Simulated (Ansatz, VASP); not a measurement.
Two plane-wave programs on MgO

```
Mg O
1.0
    -0.05338    2.13515    2.13515
     2.13515   -0.05338    2.13515
     2.08177    2.08177    0.00000
Mg O
1 1
Direct
  0.00000 0.00000 0.00000
  0.50000 0.50000 0.50000
```

Change from the starting cell: strain -0.0500 x Voigt [0, 0, 0, 0, 0, 1], atoms carried along.

Alike in both runs: task single point; functional LDA; k mesh 10 × 10 × 10; occupations gaussian, width 0.05 eV; no spin polarisation.

|  | VASP | Ansatz |
| --- | --- | --- |
| version | VASP 6.6.1 | Ansatz 0.2.0 |
| potentials or method | VASP PAW LDA potentials, release 64 (Mg, O) | scalar-relativistic, plane waves, PAW |
| plane-wave cutoff (eV) | 520 | 420 |
| valence electrons in the cell | 8 | 16 |

```csv
,VASP,Ansatz,Ansatz less VASP
gap on the k mesh at the Fermi level (eV),4.05,4.05,+0.003
least direct gap on the mesh (eV),4.05,4.05,+0.003
pressure (GPa),-13.1,-11.5,+1.66
largest component of the traceless stress (GPa),7.11,7.02,-0.099
```

The two sets of potentials don't hold the same shells in valence.
